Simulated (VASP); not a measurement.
# CuI (F-43m) in VASP: dielectric tensor with LDA

Aim: the dielectric tensor of CuI with LDA.

Program: VASP 6.6.1. These are calculated values, not measurements. Logs are shortened: lines on timing, memory, paths and dates and some standing lists are left out, and cuts for length are marked.

**The experiment to reproduce.**

From a printed reference work, data compilation, for a bulk crystal of CuI: high-frequency dielectric constant 4.84.

How close the calculation comes is told below.

## 1. The crystal as given

It takes space group F-43m (No. 216, cubic). Conventional cell: a = 6.063 Å, b = 6.063 Å, c = 6.063 Å, α = 90.00°, β = 90.00°, γ = 90.00°. Cu (site symmetry -43m) has 4 I at 2.63 Å as nearest neighbours. I (site symmetry -43m) is surrounded by 4 Cu at 2.63 Å.

## 2. Dielectric tensor, LDA

The input, INCAR:

```
SYSTEM = CuI
PREC = Accurate ; ENCUT = 520
EDIFF = 1E-8 ; ISMEAR = 0
SIGMA = 0.01 ; LREAL = .FALSE.
LASPH = .TRUE. ; NELM = 100
ALGO = Normal ; ISIF = 2
LWAVE = .FALSE. ; LCHARG = .FALSE.
LEPSILON = .TRUE.
```

The input, KPOINTS:

```
Automatic mesh
0
G
  10 10 10
  0 0 0
```

The input, POSCAR:

```
CuI
1.0
    0.0000000000      3.0315000000      3.0315000000
    3.0315000000      0.0000000000      3.0315000000
    3.0315000000      3.0315000000      0.0000000000
Cu I
1 1
Direct
    0.7500000000      0.7500000000      0.7500000000
    0.0000000000      0.0000000000      0.0000000000
```

Potentials or basis: VASP PAW LDA potentials, release 64 (Cu, I).

Started as:

```console
$ cat potpaw_LDA.64/Cu/POTCAR potpaw_LDA.64/I/POTCAR > POTCAR
$ mpirun -np 1 vasp_std > vasp.out
```

OUTCAR:

```text
SYSTEM = CuI
   PREC = Accurate
   ENCUT = 520
   EDIFF = 1E-8
   ISMEAR = 0
   LREAL = .FALSE.
   LASPH = .TRUE.
   NELM = 100
   ISIF = 2
   LEPSILON = .TRUE.

 ion  position               nearest neighbor table
   1  0.750  0.750  0.750-   2 2.63   2 2.63   2 2.63   2 2.63
   2  0.000  0.000  0.000-   1 2.63   1 2.63   1 2.63   1 2.63

  LATTYP: Found a face centered cubic cell.
 ALAT       =     6.0630000000

  Lattice vectors:

 A1 = (   0.0000000000,   3.0315000000,   3.0315000000)
 A2 = (   3.0315000000,   0.0000000000,   3.0315000000)
 A3 = (   3.0315000000,   3.0315000000,   0.0000000000)

Analysis of symmetry for initial positions (statically):
=====================================================================
 Subroutine PRICEL returns:
 Original cell was already a primitive cell.

 Routine SETGRP: Setting up the symmetry group for a
 face centered cubic supercell.

 Subroutine GETGRP returns: Found 24 space group operations
 (whereof 24 operations were pure point group operations)
 out of a pool of 48 trial point group operations.

The static configuration has the point symmetry T_d .

Analysis of symmetry for dynamics (positions and initial velocities):
=====================================================================
 Subroutine PRICEL returns:
 Original cell was already a primitive cell.

 Routine SETGRP: Setting up the symmetry group for a
 face centered cubic supercell.

 Subroutine GETGRP returns: Found 24 space group operations
 (whereof 24 operations were pure point group operations)
 out of a pool of 48 trial point group operations.

The dynamic configuration has the point symmetry T_d .

 Subroutine INISYM returns: Found 24 space group operations
 (whereof 24 operations are pure point group operations),
 and found     1 'primitive' translations

----------------------------------------------------------------------------------------

                                     Primitive cell

  volume of cell :      55.7189

  direct lattice vectors                    reciprocal lattice vectors
     0.000000000  3.031500000  3.031500000    -0.164934851  0.164934851  0.164934851
     3.031500000  0.000000000  3.031500000     0.164934851 -0.164934851  0.164934851
     3.031500000  3.031500000  0.000000000     0.164934851  0.164934851 -0.164934851

  length of vectors
     4.287188414  4.287188414  4.287188414     0.285675541  0.285675541  0.285675541

  position of ions in fractional coordinates (direct lattice)
     0.750000000  0.750000000  0.750000000
     0.000000000  0.000000000  0.000000000

  ion indices of the primitive-cell ions
   primitive index   ion index
                 1           1
                 2           2

----------------------------------------------------------------------------------------

 KPOINTS: Automatic mesh

Automatic generation of k-mesh.
 Grid dimensions read from file:
 generate k-points for:   10   10   10

 Generating k-lattice:

  Cartesian coordinates                     Fractional coordinates (reciprocal lattice)
    -0.016493485  0.016493485  0.016493485     0.100000000  0.000000000  0.000000000
     0.016493485 -0.016493485  0.016493485     0.000000000  0.100000000  0.000000000
     0.016493485  0.016493485 -0.016493485     0.000000000  0.000000000  0.100000000

  Length of vectors
     0.028567554  0.028567554  0.028567554

  Shift w.r.t. Gamma in fractional coordinates (k-lattice)
     0.000000000  0.000000000  0.000000000

 Subroutine IBZKPT returns following result:
 ===========================================

 Found     47 irreducible k-points:

 Following reciprocal coordinates:
            Coordinates               Weight
  0.000000  0.000000  0.000000      1.000000
  0.100000  0.000000  0.000000      8.000000
  0.200000  0.000000  0.000000      8.000000
  0.300000  0.000000  0.000000      8.000000
  0.400000  0.000000  0.000000      8.000000
  0.500000  0.000000  0.000000      4.000000
[... 16 lines left out ...]
  0.300000  0.300000  0.000000      6.000000
  0.400000  0.300000  0.000000     24.000000
 [... further k-points ...]
   k-points           NKPTS =     47   k-points in BZ     NKDIM =     47   number of bands    NBANDS=     13
   number of dos      NEDOS =    301   number of ions     NIONS =      2
   total plane-waves  NPLWV =  32768
   dimension x,y,z NGX =    32 NGY =   32 NGZ =   32
   dimension x,y,z NGXF=    64 NGYF=   64 NGZF=   64
   ions per type =               1   1
   NGX,Y,Z   is equivalent  to a cutoff of  12.41, 12.41, 12.41 a.u.
   NGXF,Y,Z  is equivalent  to a cutoff of  24.82, 24.82, 24.82 a.u.
 SYSTEM =  CuI
   PREC   = accura    normal or accurate (medium, high low for compatibility)
   ISTART =      0    job   : 0-new  1-cont  2-samecut
   ICHARG =      2    charge: 1-file 2-atom 10-const
   ISPIN  =      1    spin polarized calculation?
   LNONCOLLINEAR =      F non collinear calculations
   LSORBIT =      F    spin-orbit coupling
   LASPH  =      T    aspherical Exc in radial PAW
   ENCUT  =  520.0 eV  38.22 Ry    6.18 a.u.   7.97  7.97  7.97*2*pi/ulx,y,z
   NELM   =    100;   NELMIN=  2; NELMDL= -5     # of ELM steps
   EDIFF  = 0.1E-07   stopping-criterion for ELM
   LREAL  =      F    real-space projection
   EDIFFG = 0.1E-06   stopping-criterion for IOM
   NSW    =      0    number of steps for IOM
   IBRION =     -1    ionic relax: 0-MD 1-quasi-New 2-CG
   NFREE  =      0    steps in history (QN), initial steepest desc. (CG)
   ISIF   =      2    stress and relaxation
   ISYM   =      2    0-nonsym 1-usesym 2-fastsym
   POTIM  = 0.5000    time-step for ionic-motion
   TEBEG  =    0.0;   TEEND  =   0.0 temperature during run
   PSTRESS=    0.0 pullay stress
   NELECT =      18.0000    total number of electrons
   NUPDOWN=      -1.0000    fix difference up-down
   EMIN   =  10.00;   EMAX   =-10.00  energy-range for DOS
   EFERMI =   0.00;   METHOD = LEGACY
   ISMEAR =     0;   SIGMA  =   0.01  broadening in eV -4-tet -1-fermi 0-gaus
   EFERMI_NEDOS =   21; number of points for ismear=-14 and -15
   IALGO  =     38    algorithm
   IMIX   =      4    mixing-type and parameters
     AMIX     =   0.40;   BMIX     =  1.00
     AMIX_MAG =   1.60;   BMIX_MAG =  1.00
  volume/ion in A,a.u.               =      27.86       188.00
  Fermi-wavevector in a.u.,A,eV,Ry     =   1.123306  2.122741 17.168055  1.261816
  Thomas-Fermi vector in A             =   2.259971
   LORBIT       =      0    0 simple, 1 ext, 2 COOP (PROOUT), +10 PAW based schemes
   GGA     = CA    functional components
   LHFCALC =     F    Hartree Fock is set to
   AEXX    =    0.0000 exact exchange contribution
   IVDW    =     0    specifies the selected vdW correction
   LEPSILON=     T    determine dielectric tensor
   LRPA    =     F    only Hartree local field effects (RPA)
 non-spin polarized calculation
 Gauss-broadening in eV      SIGMA  =   0.01
  energy-cutoff  :      520.00
  volume of cell :       55.72
 maximum number of plane-waves:      1524
   NGX = 15   NGY = 15   NGZ = 15

--------------------------------------- Ionic step        1  -------------------------------------------

 number of electron      18.0000014 magnetization

 E-fermi :   4.2069     XC(G=0):  -9.3092

 val. band max:        4.1648397399   @ k =   0.0000   0.0000   0.0000
 cond. band min:       5.1619911959   @ k =   0.0000   0.0000   0.0000
 fundamental gap:      0.9971514561
 Fermi energy:         4.2068515195

 k-point     1 :       0.0000    0.0000    0.0000
  band No.  band energies     occupation
      1      -9.8174      2.00000
      2       0.5388      2.00000
      3       0.5388      2.00000
      4       0.5388      2.00000
      5       2.2465      2.00000
      6       2.2465      2.00000
      7       4.1648      2.00000
      8       4.1648      2.00000
      9       4.1648      2.00000
     10       5.1620      0.00000
     11       9.0325      0.00000
     12       9.0325      0.00000
     13       9.0325      0.00000
[... 353 lines left out ...]
 k-point    24 :       0.4000    0.3000    0.0000
  band No.  band energies     occupation
      1      -9.2375      2.00000
      2      -1.0237      2.00000
      3       0.3845      2.00000
      4       0.4841      2.00000
      5       2.1405      2.00000
      6       2.3092      2.00000
      7       2.5642      2.00000
      8       2.8904      2.00000
      9       2.8954      2.00000
     10       7.1409      0.00000
     11       7.5813      0.00000
     12      11.0536      0.00000
     13      11.9559      0.00000

 [... further k-points ...]

  FORCE on cell =-STRESS in cart. coord.  units (eV):
  Direction    XX          YY          ZZ          XY          YZ          ZX
  --------------------------------------------------------------------------------------
  -------------------------------------------------------------------------------------
  Total       -1.5107415     -1.5107415     -1.5107415     -0.0000000     -0.0000000      0.0000000
  in kB      -43.4408202    -43.4408202    -43.4408202     -0.0000000     -0.0000000      0.0000000
  external PRESSURE =     -43.4408202 kB  Pullay stress =       0.0000000 kB

 VOLUME and BASIS-vectors are now :
 -----------------------------------------------------------------------------
  energy-cutoff  :      520.00
  volume of cell :       55.72
      direct lattice vectors                 reciprocal lattice vectors
     0.000000000  3.031500000  3.031500000    -0.164934851  0.164934851  0.164934851
     3.031500000  0.000000000  3.031500000     0.164934851 -0.164934851  0.164934851
     3.031500000  3.031500000  0.000000000     0.164934851  0.164934851 -0.164934851

 POSITION                                       TOTAL-FORCE (eV/Angst)
 -----------------------------------------------------------------------------------
      4.54725      4.54725      4.54725        -0.000000      0.000000     -0.000000
      0.00000      0.00000      0.00000         0.000000     -0.000000      0.000000
 -----------------------------------------------------------------------------------
    total drift:                                0.000001      0.000001      0.000001

  FREE ENERGIE OF THE ION-ELECTRON SYSTEM (eV)
  ---------------------------------------------------
  free  energy   TOTEN  =        -6.9187702102 eV

  energy  without entropy=       -6.9187702101  energy(sigma->0) =       -6.91877021

 HEAD OF MICROSCOPIC STATIC DIELECTRIC TENSOR (INDEPENDENT PARTICLE, excluding Hartree and local field effects)
 ------------------------------------------------------
           7.135436     0.000000    -0.000000
           0.000000     7.135436     0.000000
           0.000000     0.000000     7.135436
 ------------------------------------------------------

 Free energy of the ion-electron system (eV)
  ---------------------------------------------------
  ---------------------------------------------------
  free energy    TOTEN  =        -0.91761443 eV

  energy without entropy =       -0.91761443

------------------------ aborting loop because EDIFF is reached ----------------------------------------

--------------------------------------- Ionic step        2  -------------------------------------------

------------------------ aborting loop because EDIFF is reached ----------------------------------------

--------------------------------------- Ionic step        3  -------------------------------------------

 Free energy of the ion-electron system (eV)
  ---------------------------------------------------
  ---------------------------------------------------
  free energy    TOTEN  =        -0.91761486 eV

  energy without entropy =       -0.91761486

------------------------ aborting loop because EDIFF is reached ----------------------------------------

 PIEZOELECTRIC TENSOR FIELD DIRECTION 3  (e Angst)
 -----------------------------------------------------------------------------
    -0.00251 -1.19166  0.00000           ( -0.00000  0.08918  0.00000)
    -1.19166 -0.00251  0.00000           (  0.08918 -0.00000  0.00000)
     0.00000  0.00000 -0.00073           (  0.00000  0.00000 -0.00001)

 PIEZOELECTRIC TENSOR FIELD DIRECTION 3  (C/m^2)
 -----------------------------------------------------------------------------
    -0.00072 -0.34266  0.00000
    -0.34266 -0.00072  0.00000
     0.00000  0.00000 -0.00021

 MACROSCOPIC STATIC DIELECTRIC TENSOR (including local field effects in DFT)
 ------------------------------------------------------
           6.685222     0.000000     0.000000
           0.000000     6.685222     0.000000
          -0.000000    -0.000000     6.685222
 ------------------------------------------------------

 PIEZOELECTRIC TENSOR (including local field effects)  for field in x, y, z        (e  Angst)
          XX          YY          ZZ          XY          YZ          ZX
  --------------------------------------------------------------------------------
  x     0.00000     0.00000     0.00000     0.00000    -1.21801     0.00000
  y    -0.00000    -0.00000    -0.00000     0.00000    -0.00000    -1.21801
  z     0.00000    -0.00000    -0.00000    -1.21801     0.00000     0.00000

 PIEZOELECTRIC TENSOR (including local field effects)  for field in x, y, z        (C/m^2)
          XX          YY          ZZ          XY          YZ          ZX
  --------------------------------------------------------------------------------
  x     0.00000     0.00000     0.00000     0.00000    -0.35024     0.00000
  y    -0.00000    -0.00000    -0.00000     0.00000    -0.00000    -0.35024
  z     0.00000    -0.00000    -0.00000    -0.35024     0.00000     0.00000

 BORN EFFECTIVE CHARGES (including local field effects) (in |e|, cummulative output)
 ---------------------------------------------------------------------------------
 ion    1
    1     1.12705     0.00000     0.00000
    2     0.00000     1.12705     0.00000
    3     0.00000     0.00000     1.12705
 ion    2
    1    -1.12705     0.00000     0.00000
    2     0.00000    -1.12705     0.00000
    3     0.00000     0.00000    -1.12705
```

It took 5.7 min on 1 thread of Intel Xeon Platinum 8488C (Sapphire Rapids), shared host; peak memory 0.4 GiB.

What came out:

```
Band gap on the k mesh                  : 1.00 eV, direct
Electronic dielectric tensor (diagonal) : 6.69
Born charges (mean of the diagonal)     : Cu +1.13; I -1.13 e
```

Levels at points of the mesh, in eV from the valence-band top:
| k point | band 7 | band 8 | band 9 | band 10 | band 11 | band 12 |
| --- | --- | --- | --- | --- | --- | --- |
| (0.00, 0.00, 0.00) | 0.00 | 0.00 | 0.00 | 1.00 | 4.87 | 4.87 |
| (0.50, 0.00, 0.00) | -1.85 | -0.72 | -0.72 | 2.07 | 5.40 | 5.40 |
| (0.50, 0.50, 0.00) | -1.83 | -1.55 | -1.55 | 2.62 | 2.85 | 9.04 |

Electronic dielectric tensor:
```
6.69 0.00 0.00
0.00 6.69 0.00
0.00 0.00 6.69
```

Born effective charge tensors (e):
atom 1, Cu
```
1.13 0.00 0.00
0.00 1.13 0.00
0.00 0.00 1.13
```
atom 2, I
```
-1.13  0.00  0.00
 0.00 -1.13  0.00
 0.00  0.00 -1.13
```

Caveat: spin-orbit coupling is left out, which moves the levels of the heavy elements.

## 3. Comparison with measurements

Step 2. A measured high-frequency dielectric constant of CuI is 4.84 (a printed reference work, data compilation); the calculated 6.69 misses it by +38.1 %. So large a miss can be the level of theory's own, or it may mean another phase, state or a wrong row.
